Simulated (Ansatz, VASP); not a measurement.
Cr: VASP beside Ansatz

```xyz
7
Lattice="2.4676 0.0000 0.0000 -1.2338 2.1370 0.0000 0.0000 0.0000 15.2260" Properties=species:S:1:pos:R:3 pbc="T T T"
Cr    0.0000    0.0000    0.0079
Cr    0.0000    1.4247    2.1815
Cr    1.2338    0.7123    4.3439
Cr    0.0000    0.0000    6.5176
Cr    1.2338    0.7123    8.7044
Cr    0.0000    0.0000   10.8757
Cr    0.0000    1.4247   13.0471
```

Alike in both runs: functional PBEsol; k mesh 21 × 21 × 3; occupations gaussian, width 0.1 eV; no spin polarisation.

Ansatz relaxed the structure, and its values are those at the end. VASP's run is a single point on that final structure, the one shown.

|  | VASP | Ansatz |
| --- | --- | --- |
| version | VASP 6.6.1 | Ansatz 0.2.0 |
| potentials or method | VASP PAW PBE potentials, release 64 (Cr_pv) | scalar-relativistic, plane waves, PAW |
| plane-wave cutoff (eV) | 520 | 420 |
| valence electrons in the cell | 84 | 98 |

Ansatz gave:

```
gap on the k mesh at the Fermi level (eV) : none
pressure (GPa)                            : 0.0
```

Q: What did VASP give for the same quantities?

A: gap on the k mesh at the Fermi level (eV): none; pressure (GPa): -0.5.

A gap of «none» marks a metal or a gap that the smearing closes. The two sets of potentials don't hold the same shells in valence.

Caveats: the PAW data sets were made with another functional, which shifts forces and pressure a little (VASP); the run has no spin polarisation, though such a crystal can be magnetic. Spin polarisation is off, so any magnetic state and its effect on volume and gap are missing.
